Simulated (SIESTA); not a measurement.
MgS (Niningerite):

```xyz
2
Lattice="0.0000 2.6016 2.6016 2.6016 0.0000 2.6016 2.6016 2.6016 0.0000" Properties=species:S:1:pos:R:3 pbc="T T T"
S     2.6016    2.6016    2.6016
Mg    0.0000    0.0000    0.0000
```

Base run:

* Program: SIESTA 5.4.2
* Functional: PBE
* Potentials or basis: PseudoDojo 0.4 standard (PBE files)
* Basis: DZP (energy shift 0.003 Ry; two zetas on semicore shells)
* Grid cutoff: 800 Ry
* Energy shift: 0.003 Ry
* k mesh: 9 × 9 × 9
* Occupations: fermi-dirac, width 0.05 eV
* Spin: no spin polarisation

Its results: band gap on the k mesh 2.85 eV, indirect (least direct gap 3.77 eV); pressure 3.4 GPa.

Question: The run is repeated on the same cell with these changes: functional from PBE to PBEsol; potentials or basis from PseudoDojo 0.4 standard (PBE files) to PseudoDojo 0.4 standard (PBEsol files). What comes out?

Answer: Band gap on the k mesh 2.78 eV, indirect (least direct gap 3.68 eV); pressure 1.2 GPa.

Caveats: the mesh misses the band edges, which the band path finds closer together; the basis of atomic orbitals isn't converged, which shifts pressures, moduli and gaps.
